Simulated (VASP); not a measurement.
# O2H2 in VASP: a series of runs

The runs below take O2H2 through relaxation of the atoms, single point, with PBE+D3(BJ), PBE, RPBE, RPBE+D3(BJ), optB86b-vdW.

All numbers are computed with VASP 6.6.1; they aren't measurements. Logs are shortened: lines on timing, memory, paths and dates and some standing lists are left out, and cuts for length are marked.

### Step 1. Starting point

The cell holds a molecule in a box, 4 atoms: a = 12.922 Å, b = 13.422 Å, c = 13.922 Å, α = 90.00°, β = 90.00°, γ = 90.00°.

### Step 2. Relaxation of the atoms, PBE+D3(BJ)

The input, INCAR:

```
  PREC = Accurate
  ENCUT = 400
  EDIFF = 1E-6
  ISMEAR = 0
  SIGMA = 0.01
  LREAL = F
  LASPH = T
  NELM = 60
  ALGO = Fast
  ISIF = 2
  LWAVE = F
  LCHARG = F
  GGA = PE
  IVDW = 12
  IBRION = 2
  NSW = 120
  EDIFFG = -0.03
  ISYM = 0
```

The input, KPOINTS:

```
regular mesh
0
Gamma
  1 1 1
```

The input, POSCAR:

```
HO
1.0
   12.9224456750      0.0000000000      0.0000000000
    0.0000000000     13.4224456750      0.0000000000
    0.0000000000      0.0000000000     13.9224456750
O H
2 2
Selective dynamics
Direct
    0.5001445393      0.5246140216      0.5468873718  F F F
    0.4998382649      0.4828364967      0.4531124566  T T T
    0.4988422869      0.4659337414      0.5869979356  T T T
    0.5011749089      0.5415161546      0.4130022360  T T T
```

Potentials or basis: VASP PAW PBE potentials, release 64 (O, H).

Command:

```
cat potpaw_PBE.64/O/POTCAR potpaw_PBE.64/H/POTCAR > POTCAR
mpirun -np 4 vasp_gam > vasp.out
```

OUTCAR:

```text
PREC = Accurate
   ENCUT = 400
   EDIFF = 1E-6
   ISMEAR = 0
   LREAL = F
   LASPH = T
   NELM = 60
   ISIF = 2
   GGA = PE
   IVDW = 12
   IBRION = 2
   NSW = 120
   EDIFFG = -0.03
   ISYM = 0
 IVDW          = 12

 ion  position               nearest neighbor table
   1  0.500  0.525  0.547-   3 0.97   2 1.42
   2  0.500  0.483  0.453-   4 0.97   1 1.42
   3  0.499  0.466  0.587-   1 0.97
   4  0.501  0.542  0.413-   2 0.97

IMPORTANT INFORMATION: All symmetrisations will be switched off!
NOSYMM: (Re-)initialisation of all symmetry stuff for point group C_1.

----------------------------------------------------------------------------------------

                                     Primitive cell

  volume of cell :    2414.8597

  direct lattice vectors                    reciprocal lattice vectors
    12.922445675  0.000000000  0.000000000     0.077384732  0.000000000  0.000000000
     0.000000000 13.422445675  0.000000000     0.000000000  0.074502071  0.000000000
     0.000000000  0.000000000 13.922445675     0.000000000  0.000000000  0.071826461

  length of vectors
    12.922445675 13.422445675 13.922445675     0.077384732  0.074502071  0.071826461

  position of ions in fractional coordinates (direct lattice)
     0.500144539  0.524614022  0.546887372
     0.499838265  0.482836497  0.453112457
     0.498842287  0.465933741  0.586997936
     0.501174909  0.541516155  0.413002236

  ion indices of the primitive-cell ions
   primitive index   ion index
                 1           1
                 2           2
                 3           3
                 4           4

----------------------------------------------------------------------------------------

 KPOINTS: regular mesh

Automatic generation of k-mesh.
 Grid dimensions read from file:
 generate k-points for:    1    1    1

 Generating k-lattice:

  Cartesian coordinates                     Fractional coordinates (reciprocal lattice)
     0.077384732  0.000000000  0.000000000     1.000000000  0.000000000  0.000000000
     0.000000000  0.074502071  0.000000000     0.000000000  1.000000000  0.000000000
     0.000000000  0.000000000  0.071826461     0.000000000  0.000000000  1.000000000

  Length of vectors
     0.077384732  0.074502071  0.071826461

  Shift w.r.t. Gamma in fractional coordinates (k-lattice)
     0.000000000  0.000000000  0.000000000

 Subroutine IBZKPT returns following result:
 ===========================================

[... 18 lines left out ...]
   LNONCOLLINEAR =      F non collinear calculations
   LSORBIT =      F    spin-orbit coupling
   LASPH  =      T    aspherical Exc in radial PAW
   ENCUT  =  400.0 eV  29.40 Ry    5.42 a.u.  21.07 21.89 22.70*2*pi/ulx,y,z
   NELM   =     60;   NELMIN=  2; NELMDL= -5     # of ELM steps
   EDIFF  = 0.1E-05   stopping-criterion for ELM
   LREAL  =      F    real-space projection
   EDIFFG = -.3E-01   stopping-criterion for IOM
   NSW    =    120    number of steps for IOM
   IBRION =      2    ionic relax: 0-MD 1-quasi-New 2-CG
   NFREE  =      1    steps in history (QN), initial steepest desc. (CG)
   ISIF   =      2    stress and relaxation
   ISYM   =      0    0-nonsym 1-usesym 2-fastsym
   POTIM  = 0.5000    time-step for ionic-motion
   TEBEG  =    0.0;   TEEND  =   0.0 temperature during run
   PSTRESS=    0.0 pullay stress
   NELECT =      14.0000    total number of electrons
   NUPDOWN=      -1.0000    fix difference up-down
   EMIN   =  10.00;   EMAX   =-10.00  energy-range for DOS
   EFERMI =   0.00;   METHOD = LEGACY
   ISMEAR =     0;   SIGMA  =   0.01  broadening in eV -4-tet -1-fermi 0-gaus
   EFERMI_NEDOS =   21; number of points for ismear=-14 and -15
   IALGO  =     68    algorithm
   IMIX   =      4    mixing-type and parameters
     AMIX     =   0.40;   BMIX     =  1.00
     AMIX_MAG =   1.60;   BMIX_MAG =  1.00
  volume/ion in A,a.u.               =     603.71      4074.07
  Fermi-wavevector in a.u.,A,eV,Ry     =   0.294094  0.555758  1.176789  0.086492
  Thomas-Fermi vector in A             =   1.156371
   LORBIT       =      0    0 simple, 1 ext, 2 COOP (PROOUT), +10 PAW based schemes
   GGA     = PE    functional components
   LHFCALC =     F    Hartree Fock is set to
   AEXX    =    0.0000 exact exchange contribution
   IVDW    =    12    specifies the selected vdW correction
   LEPSILON=     F    determine dielectric tensor
   LRPA    =     F    only Hartree local field effects (RPA)
 conjugate gradient relaxation of ions
 non-spin polarized calculation
 RMM-DIIS sequential band-by-band and
 Gauss-broadening in eV      SIGMA  =   0.01
  energy-cutoff  :      400.00
  volume of cell :     2414.86
 maximum number of plane-waves:     21919
   NGX = 43   NGY = 43   NGZ = 45

--------------------------------------- Ionic step        1  -------------------------------------------

 number of electron      14.0000008 magnetization

 Free energy of the ion-electron system (eV)
  ---------------------------------------------------
  ext. energy  EPLUGINS =         0.00000000
  ---------------------------------------------------
  free energy    TOTEN  =       -18.07157330 eV

  energy without entropy =      -18.07157330  energy(sigma->0) =      -18.07157330

------------------------ aborting loop because EDIFF is reached ----------------------------------------

 Edisp (eV)   -0.02230

 E8    (eV) :    -0.0057
[... 111 lines left out ...]
  FREE ENERGIE OF THE ION-ELECTRON SYSTEM (eV)
  ---------------------------------------------------
  free  energy   TOTEN  =       -18.1442970819 eV

  energy  without entropy=      -18.1442970819  energy(sigma->0) =      -18.14429708

[... ionic steps 4 to 11 ...]

--------------------------------------- Ionic step       12  -------------------------------------------

 number of electron      14.0000019 magnetization

------------------------ aborting loop because EDIFF is reached ----------------------------------------
[... 79 lines left out ...]
--------------------------------------- Ionic step       14  -------------------------------------------

 number of electron      14.0000020 magnetization

 Free energy of the ion-electron system (eV)
  ---------------------------------------------------
  ext. energy  EPLUGINS =         0.00000000
  ---------------------------------------------------
  free energy    TOTEN  =       -18.13692617 eV

  energy without entropy =      -18.13692617  energy(sigma->0) =      -18.13692617

 E-fermi :  -5.6853     XC(G=0):  -0.3345

 val. band max:       -5.7335844600   @ k =   0.0000   0.0000   0.0000
 cond. band min:      -1.7065308397   @ k =   0.0000   0.0000   0.0000
 fundamental gap:      4.0270536202
 Fermi energy:        -5.6852682535

 k-point     1 :       0.0000    0.0000    0.0000
  band No.  band energies     occupation
      1     -27.9015      2.00000
      2     -22.5533      2.00000
      3     -12.7789      2.00000
      4     -12.4116      2.00000
      5      -9.3658      2.00000
      6      -8.8920      2.00000
      7      -5.7336      2.00000
      8      -1.7065      0.00000
      9      -0.7708      0.00000
     10       0.1866      0.00000
     11       0.2056      0.00000
     12       0.6970      0.00000
[... 33 lines left out ...]
  FREE ENERGIE OF THE ION-ELECTRON SYSTEM (eV)
  ---------------------------------------------------
  free  energy   TOTEN  =       -18.1592692322 eV

  energy  without entropy=      -18.1592692322  energy(sigma->0) =      -18.15926923

 reached required accuracy - stopping structural energy minimisation
```

CONTCAR:

```text
HO
   1.00000000000000
    12.9224456750000005    0.0000000000000000    0.0000000000000000
     0.0000000000000000   13.4224456750000005    0.0000000000000000
     0.0000000000000000    0.0000000000000000   13.9224456750000005
  O               H
     2     2
Selective dynamics
Direct
     0.5001445393000026    0.5246140216000015    0.5468873717999969   F   F   F
     0.4997889838677629    0.4795039398155161    0.4499038627695345   T   T   T
     0.4987949522625432    0.4631008201905668    0.5844988928710007   T   T   T
     0.5011787431569396    0.5410030538224904    0.4122972014831529   T   T   T

  0.00000000E+00  0.00000000E+00  0.00000000E+00
  0.00000000E+00  0.00000000E+00  0.00000000E+00
  0.00000000E+00  0.00000000E+00  0.00000000E+00
  0.00000000E+00  0.00000000E+00  0.00000000E+00
```

Run time: 2.8 min. Hardware: 4 MPI ranks of Intel Xeon 6975P-C (Granite Rapids), shared host; peak memory 0.49 GiB.

What came out:

- Free energy: -18.1593 eV
- Energy gained by relaxing: 16.3 meV/atom
- Ionic steps: 14
- Gap between the frontier levels: 4.03 eV
- Dispersion energy per atom: -0.006 eV

Step by step:
```
step  energy change (eV)  largest force (eV/Å)  pressure (GPa)
   1              0.0000                1.8782           -0.03
   2             -0.0041                1.9652           -0.17
   3             -0.0504                0.8108           -0.10
   4             -0.0290                1.8276           -0.10
   5             -0.0600                0.2774           -0.10
   6             -0.0622                0.2172           -0.10
   7             -0.0627                0.2456           -0.10
   8             -0.0641                0.1259           -0.10
   9             -0.0646                0.1702           -0.10
  10             -0.0647                0.1704           -0.10
  11             -0.0649                0.1226           -0.10
  12             -0.0651                0.0868           -0.10
  13             -0.0653                0.0624           -0.10
  14             -0.0654                0.0250           -0.10
```

Final structure:
```cif
data_structure
_symmetry_space_group_name_H-M 'P 1'
_symmetry_Int_Tables_number 1
_cell_length_a 12.9224
_cell_length_b 13.4224
_cell_length_c 13.9224
_cell_angle_alpha 90.000
_cell_angle_beta 90.000
_cell_angle_gamma 90.000
_cell_volume 2414.86
loop_
_atom_site_label
_atom_site_type_symbol
_atom_site_fract_x
_atom_site_fract_y
_atom_site_fract_z
_atom_site_occupancy
O1 O 0.50014 0.52461 0.54689 1
O2 O 0.49979 0.47950 0.44990 1
H1 H 0.49879 0.46310 0.58450 1
H2 H 0.50118 0.54100 0.41230 1
```

Caveat: the cutoff is under 1.25 times the usual one of these potentials, so pressure, stress and relaxed cells hold a basis-set (Pulay) error.

### Step 3. Single point, PBE

INCAR, as its differences from that of step 2:

```diff
@@ -13,6 +13,2 @@
   GGA = PE
-  IVDW = 12
-  IBRION = 2
-  NSW = 120
-  EDIFFG = -0.03
   ISYM = 0
```

KPOINTS is that of step 2.

The input, POSCAR:

```
HO                                      
1.0
   12.9224456750      0.0000000000      0.0000000000
    0.0000000000     13.4224456750      0.0000000000
    0.0000000000      0.0000000000     13.9224456750
  O               H             
     2     2
Selective dynamics
Direct
     0.5001445393000026    0.5246140216000015    0.5468873717999969   F   F   F
     0.4997889838677629    0.4795039398155161    0.4499038627695345   T   T   T
     0.4987949522625432    0.4631008201905668    0.5844988928710007   T   T   T
     0.5011787431569396    0.5410030538224904    0.4122972014831529   T   T   T
```

Potentials or basis: VASP PAW PBE potentials, release 64 (O, H).

Command:

```
cat potpaw_PBE.64/O/POTCAR potpaw_PBE.64/H/POTCAR > POTCAR
mpirun -np 4 vasp_gam > vasp.out
```

Wall time 24 s (4 MPI ranks of Intel Xeon 6975P-C (Granite Rapids), shared host); peak memory 0.47 GiB.

The run converged. Its results:

* Free energy: -18.1369 eV
* Largest force: 0.024 eV/Å
* Gap between the frontier levels: 4.03 eV

Forces on the atoms (eV/Å):
```
O    0.000  0.003  0.024
O    0.000 -0.010 -0.019
H    0.000  0.003  0.001
H    0.000  0.004 -0.005
```

Levels at points of the mesh, in eV from the valence-band top:
| k point | band 5 | band 6 | band 7 | band 8 | band 9 | band 10 |
| --- | --- | --- | --- | --- | --- | --- |
| (0.00, 0.00, 0.00) | -3.63 | -3.16 | 0.00 | 4.03 | 4.96 | 5.93 |

Caveat: the cutoff is under 1.25 times the usual one of these potentials, so pressure, stress and relaxed cells hold a basis-set (Pulay) error. PBE gaps usually lie below the measured ones, often by a third to a half.

### Step 4. Single point, RPBE

INCAR, as its differences from that of step 3:

```diff
@@ -12,3 +12,3 @@
   LCHARG = F
-  GGA = PE
+  GGA = RP
   ISYM = 0
```

KPOINTS is that of step 3.

POSCAR is that of step 3.

Command:

```
cat potpaw_PBE.64/O/POTCAR potpaw_PBE.64/H/POTCAR > POTCAR
mpirun -np 4 vasp_gam > vasp.out
```

Run time: 26 s. Hardware: 4 MPI ranks of Intel Xeon 6975P-C (Granite Rapids), shared host; peak memory 0.46 GiB.

It converged, with:

* Free energy: -17.8484 eV
* Largest force: 0.301 eV/Å
* Gap between the frontier levels: 4.05 eV

Forces in eV/Å, atoms in the order of the input:
```
O    0.001  0.111  0.279
O   -0.001 -0.118 -0.275
H    0.000 -0.001  0.017
H    0.001  0.008 -0.022
```

Levels at points of the mesh, in eV from the valence-band top:
| k point | band 3 | band 4 | band 5 | band 6 | band 7 | band 8 | band 9 | band 10 | band 11 | band 12 |
| --- | --- | --- | --- | --- | --- | --- | --- | --- | --- | --- |
| (0.00, 0.00, 0.00) | -7.03 | -6.69 | -3.62 | -3.17 | 0.00 | 4.05 | 4.84 | 5.83 | 5.89 | 6.35 |

Caveat: the cutoff is under 1.25 times the usual one of these potentials, so pressure, stress and relaxed cells hold a basis-set (Pulay) error; the PAW data sets were made with another functional, which shifts forces and pressure a little.

### Step 5. Single point, RPBE+D3(BJ)

INCAR, as its differences from that of step 4:

```diff
@@ -13,2 +13,3 @@
   GGA = RP
+  IVDW = 12
   ISYM = 0
```

KPOINTS is that of step 4.

POSCAR is that of step 4.

Command:

```
cat potpaw_PBE.64/O/POTCAR potpaw_PBE.64/H/POTCAR > POTCAR
mpirun -np 4 vasp_gam > vasp.out
```

It took 23 s on 4 MPI ranks of Intel Xeon 6975P-C (Granite Rapids), shared host; peak memory 0.47 GiB.

It converged, with:

```yaml
Free_energy: -17.9692 eV
Largest_force: 0.295 eV/Å
Gap_between_the_frontier_levels: 4.05 eV
Dispersion_energy_per_atom: -0.030 eV
```

Forces in eV/Å, atoms in the order of the input:
```
O    0.001  0.113  0.273
O   -0.001 -0.120 -0.268
H    0.000  0.003  0.003
H    0.000  0.004 -0.007
```

Levels at points of the mesh, in eV from the valence-band top:
```csv
k point,band 4,band 5,band 6,band 7,band 8,band 9,band 10,band 11
"(0.00, 0.00, 0.00)",-6.69,-3.62,-3.17,0.00,4.05,4.84,5.83,5.89
```

Caveat: the cutoff is under 1.25 times the usual one of these potentials, so pressure, stress and relaxed cells hold a basis-set (Pulay) error; the PAW data sets were made with another functional, which shifts forces and pressure a little.

(Continued in part 2 of 2.)
